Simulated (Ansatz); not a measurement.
# Ru, one cell by several methods

```
Ru
1.0
     2.78697    0.00000    0.00000
    -1.39349    2.41359    0.00000
     0.00000    0.00000    4.28190
Ru
2
Direct
  0.33333 0.66667 0.25000
  0.66667 0.33333 0.75000
```

Atoms are numbered in the order listed.

The conventional cell has a = 2.787 Å, b = 2.787 Å, c = 4.282 Å, α = 90.00°, β = 90.00°, γ = 120.00°. Ru (atom 1) has 12 Ru at 2.68 to 2.79 Å as nearest neighbours.

The cell is COD entry 9017842, as deposited and not checked against the literature; nothing was relaxed. The listed cell was then made from it by scaling, straining or moving an atom.

Methods: DFT, PBE, PAW with Ansatz's default frozen-core files, scalar-relativistic (Ansatz 0.2.0); DFT, PBE, all-electron PAW with datasets made for the crystal, scalar-relativistic (Ansatz 0.2.0); DFT, PBE, all-electron LAPW, scalar-relativistic (Ansatz 0.2.0).

For PAW: a Γ-centred 14×14×8 k mesh, Fermi–Dirac smearing of 0.03 eV, cutoff 420 eV, no spin polarisation. The crystal-made all-electron datasets (AE datasets) take a cutoff of 300 eV at this cell. LAPW targets a basis error of 0.5 meV/atom. The Ansatz runs share mesh, smearing and spin set-up. Plane-wave (PAW) pressures include the program's estimate of the Pulay term.

Stress and pressure are positive in compression.

The change that made this cell: equal xx and yy strain of +3 %.

No spin–orbit coupling: at heavy atoms the gradients can be off by tens of per cent for that reason.

In a metal, gradients converge slowly with the k mesh: the values move by tens of per cent from one mesh to another, at times in sign, so only the comparison on one mesh counts.

```
                             quantity     PAW  AE datasets    LAPW
                       pressure (GPa)  -12.04       -12.09  -12.09
                      stress xx (GPa)  -15.06       -15.11  -15.11
                      stress zz (GPa)   -5.98        -6.05   -6.05
field gradient Vzz at Ru1 (10²¹ V/m²)   -1.63        -1.81       –
```

PAW's pressure differs from the LAPW value by +0.05 GPa.
